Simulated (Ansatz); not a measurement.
# Mg: the cost of one run

Program: Ansatz 0.2.0. Level of theory: DFT PBE, scalar-relativistic, plane waves, PAW. These are calculated values, not measurements.

### Step 1. Starting point

Symmetry: I4/mmm, No. 139, tetragonal system. Conventional cell: a = 3.672 Å, b = 3.672 Å, c = 3.359 Å, α = 90.00°, β = 90.00°, γ = 90.00°. Around Mg (site symmetry 4/mmm) lie 10 Mg at 3.09 to 3.36 Å.

Structure file:

```xyz
1
Lattice="-1.8360 1.8360 1.6794 1.8360 -1.8360 1.6794 1.8360 1.8360 -1.6794" Properties=species:S:1:pos:R:3 pbc="T T T"
Mg    0.0000    0.0000    0.0000
```

The structure comes from the Materials Project (structure only).

### Step 2. Ground state at the listed geometry

Contents of input.yaml:

```yaml
crystal:
  lattice:
    - [-1.83599163, 1.83599163, 1.67940402]
    - [1.83599163, -1.83599163, 1.67940402]
    - [1.83599163, 1.83599163, -1.67940402]
  atoms:
    - { symbol: Mg, position: [0.0, 0.0, 0.0] }
basis:
  ecutwfc: 420
  fft_grid_basis: typed
kpoints:
  mp_grid: { grid: [14, 14, 14] }
hamiltonian:
  xc: pbe
  pseudopotentials: { kind: paw }
scf:
  occupations: { method: gaussian, width: 0.05 }
output:
  forces: true
  stress: true
  eigenvalues: true
  bader: true
  write_density: true
  volumetric_format: npy
  elf: true
```

Run with:

```bash
ansatz run input.yaml --threads 1 --pin off --max-ram 2560MiB --backend cpu --events-out ev --progress --plain --runs-dir out
```

Q: Estimate wall time and peak memory on 1 thread of Arm Neoverse N1, shared host.

About 12 s, with a peak of 0.31 GiB.
